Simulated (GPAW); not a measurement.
Runs of GPAW 26.7.0 on Rh. The structure is cubic, space group Fm-3m (No. 225). The conventional cell has a = 3.796 Å, b = 3.796 Å, c = 3.796 Å, α = 90.00°, β = 90.00°, γ = 90.00°. Rh (site symmetry m-3m) is surrounded by 12 Rh at 2.68 Å. 

| level | gap on the mesh (eV) | pressure (GPa) | relaxed volume (Å³/atom) |
| --- | --- | --- | --- |
| PBEsol+D3(BJ)+ATM | none | 0.0 | (a) |
| PBEsol+D3(BJ) | none | 0.0 | (b) |
| PBEsol+D3 | none | 0.0 | 13.29 |
| PBEsol+D4 | none | 0.0 | 13.37 |
| PBEsol | none | 0.1 | 13.60 |

Alike in all rows: task relaxation of cell and atoms; potentials or basis PAW data sets generated in the run's folder for this functional, pw; no spin polarisation; cell relaxed; k mesh 12 × 12 × 12; cutoff (eV) 600; smearing fermi-dirac 0.05 eV.

Task: Estimate the missing entries.

Result: (a) 13.36; (b) 13.27.

Caveats: later steps reuse the first step's grids; pairwise dispersion overbinds metals, which lowers pressure and volume (some runs).

A k mesh can miss the band edges, and the runs leave out spin-orbit coupling on Rh.

A gap of «none» marks a metal or a gap under the smearing width.
